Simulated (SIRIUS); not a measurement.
## ZnSe (Stilleite) under changes of volume

One of the cells (23.212 Å³/atom); the others are scaled copies at fixed shape and fractional positions:

```
CELL_PARAMETERS angstrom
0.00000 2.85257 2.85257
2.85257 0.00000 2.85257
2.85257 2.85257 0.00000
ATOMIC_POSITIONS crystal
Se 0.75000 0.75000 0.75000
Zn 0.00000 0.00000 0.00000
```

```yaml
Program: SIRIUS 7.12.0
Functional: PBE
Potentials_or_basis: all-electron FP-LAPW
Cutoff: 193 eV
Basis: apw+lo standard
k_mesh: 8 × 8 × 8
Occupations: fermi-dirac, width 0.05 eV
Spin: no spin polarisation
```

```tsv
volume (Å³/atom)	energy over the lowest point (meV/atom)	gap on the mesh (eV)
21.391	41.14	1.54
21.846	?	?
22.301	12.60	1.37
23.212	0.64	1.21
23.667	0.00	1.13
24.122	2.33	1.06
```

Task: What does the run at 21.846 Å³/atom give?

Result: Energy over the lowest point 24.59 meV/atom; gap on the mesh 1.45 eV.

Worked out: A Birch-Murnaghan fit of order 3 (a polynomial in V^(-2/3)) to the other rows has its minimum at 23.54 Å³/atom with B0 = V·E''(V) = 57 GPa and B' = 4.2. It gives 24.57 meV/atom at 21.846 Å³/atom, against the run's 24.59. A straight line through the other rows of the gap, of slope -4.01 eV per unit of ln V (its deformation potential), gives 1.45 eV, against the run's 1.45.

Energies are extrapolated to zero smearing.

Spin-orbit coupling on Se is left out.
